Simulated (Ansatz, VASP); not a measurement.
# MgO in VASP and in Ansatz

Contents of INCAR:

```
PREC = Accurate ; ENCUT = 520
EDIFF = 1E-7 ; ISMEAR = 0
SIGMA = 0.05 ; LREAL = F
LASPH = T ; NELM = 100
ALGO = Normal ; ISIF = 2
LWAVE = F ; LCHARG = F
GGA = PS ; NBANDS = 11
```

File KPOINTS:

```
Automatic mesh
0
Gamma
  10 10 10
```

POSCAR

```
MgO
1.0
    0.0000000000      2.1351500000      2.1351500000
    2.1351500000      0.0000000000      2.1351500000
    2.1351500000      2.1351500000      0.0000000000
Mg O
1 1
Direct
    0.0000000000      0.0000000000      0.0000000000
    0.5000000000      0.5000000000      0.5124190358
```

Input for Ansatz:

```yaml
crystal:
  lattice:
    - [0.0, 2.13515, 2.13515]
    - [2.13515, 0.0, 2.13515]
    - [2.13515, 2.13515, 0.0]
  atoms:
    - { symbol: Mg, position: [0.0, 0.0, 0.0] }
    - { symbol: O, position: [0.5, 0.5, 0.5124190358] }
basis:
  ecutwfc: 420
kpoints:
  mp_grid: { grid: [10, 10, 10] }
hamiltonian:
  xc: pbesol
scf:
  occupations: { method: gaussian, width: 0.05 }
output:
  forces: true
  stress: true
  eigenvalues: true
  write_density: true
  write_potential: true
  elf: true
  volumetric_format: npy
```

Change from the starting cell: all O atoms moved +0.037 Å, as atom 2 along Cartesian [1 1 0].

Alike in both runs: task single point; functional PBEsol; k mesh 10 × 10 × 10; occupations gaussian, width 0.05 eV; no spin polarisation.

|  | VASP | Ansatz |
| --- | --- | --- |
| version | VASP 6.6.1 | Ansatz 0.2.0 |
| potentials or method | VASP PAW PBE potentials, release 64 (Mg, O) | scalar-relativistic, plane waves, PAW |
| plane-wave cutoff (eV) | 520 | 420 |
| valence electrons in the cell | 8 | 16 |

VASP gave:

```
gap on the k mesh at the Fermi level (eV)       : 4.25
least direct gap on the mesh (eV)               : 4.25
pressure (GPa)                                  : -6.2
largest component of the traceless stress (GPa) : 0.14
rms of the force components (eV/Å)              : 0.096
```

Q: Estimate Ansatz's values.

A: gap on the k mesh at the Fermi level (eV): 4.25; least direct gap on the mesh (eV): 4.25; pressure (GPa): -5.6; largest component of the traceless stress (GPa): 0.14; rms of the force components (eV/Å): 0.095.

Atom by atom the forces differ by 0.001 eV/Å (rms over components). With one functional, cell and mesh, what is left measures potentials, basis and numerics. The two sets of potentials don't hold the same shells in valence.

Caveats: the PAW data sets were made with another functional, which shifts forces and pressure a little (VASP).
